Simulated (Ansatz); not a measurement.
# V, one cell by several methods

```
V
1.0
     2.61252    0.00000    0.00000
    -1.30626    2.26251    0.00000
     0.00000    0.00000    4.68790
V
2
Direct
  0.33333 0.66667 0.25000
  0.67947 0.34271 0.75000
```

Atom numbers follow the list: V1, V2.

The cell was built from the hcp type and relaxed in the same program; it needn't be a known or the stable phase. The listed cell was then made from it by scaling, straining or moving an atom.

All numbers are computed: DFT, PBE, PAW with Ansatz's default frozen-core files, scalar-relativistic (Ansatz 0.2.0); DFT, PBE, all-electron LAPW, scalar-relativistic (Ansatz 0.2.0).

For PAW: a Γ-centred 18×18×10 k mesh, Fermi–Dirac smearing of 0.08 eV, cutoff 420 eV, spin-polarised from start moments V1 1.5, V2 1.5 μB (the moments died away, and the run ended non-magnetic). LAPW targets a basis error of 1 meV/atom. The Ansatz runs share mesh, smearing and spin set-up. Plane-wave (PAW) pressures include the program's estimate of the Pulay term.

Stress and pressure are positive in compression.

The change that made this cell: atom 2 (V) moved by (0.0212, 0.0212, 0.0000) Å.

```
             quantity     PAW    LAPW
       pressure (GPa)   -0.01   -0.04
      stress xx (GPa)    0.53       ?
      stress yy (GPa)       ?       ?
      stress zz (GPa)   -0.04   -0.05
      stress xy (GPa)    0.53    0.53
force on V1, y (eV/Å)  -0.031  -0.031
```

Question: What belongs in the row "stress yy (GPa)", column "LAPW"?

Answer: -0.56.

Question: Fill in "LAPW" for the row "stress xx (GPa)".

Answer: 0.49.

Question: What belongs in the row "stress yy (GPa)", column "PAW"?

Answer: -0.52.
